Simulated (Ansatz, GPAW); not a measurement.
**Pb: programs and potentials compared**

```xyz
1
Lattice="-1.9797 1.9797 1.9797 1.9797 -1.9797 1.9797 1.9797 1.9797 -1.9797" Properties=species:S:1:pos:R:3 pbc="T T T"
Pb    0.0000    0.0000    0.0000
```

This isn't the form of Pb at room conditions, which is fcc.

Alike in all runs: task single point; functional PBEsol; k mesh 9 × 9 × 9; occupations fermi-dirac, width 0.05 eV; no spin polarisation; no spin-orbit coupling. Pressure is positive in compression and, in plane waves, holds the error of the finite cutoff, which Ansatz's Pulay term estimates and takes out.

| program and potentials | plane-wave cutoff (eV) | notes | pressure (GPa) |
| --- | --- | --- | --- |
| Ansatz, Ansatz PAW | 420 | potentials made for PBE, which Ansatz adapts in part | -1.96 |
| Ansatz, all-electron LAPW, scalar-relativistic | - | - | -1.95 |
| GPAW, PAW data sets generated for this functional | 600 | - | -2.22 |

The pressure spans -2.22 (GPAW, PAW data sets generated for this functional) to -1.95 GPa (Ansatz, all-electron LAPW, scalar-relativistic), with all-electron results at -1.95.

The functional is the same throughout but for its coding, so the spread measures potentials, basis and numerics; runs on potential files found faulty are left out.
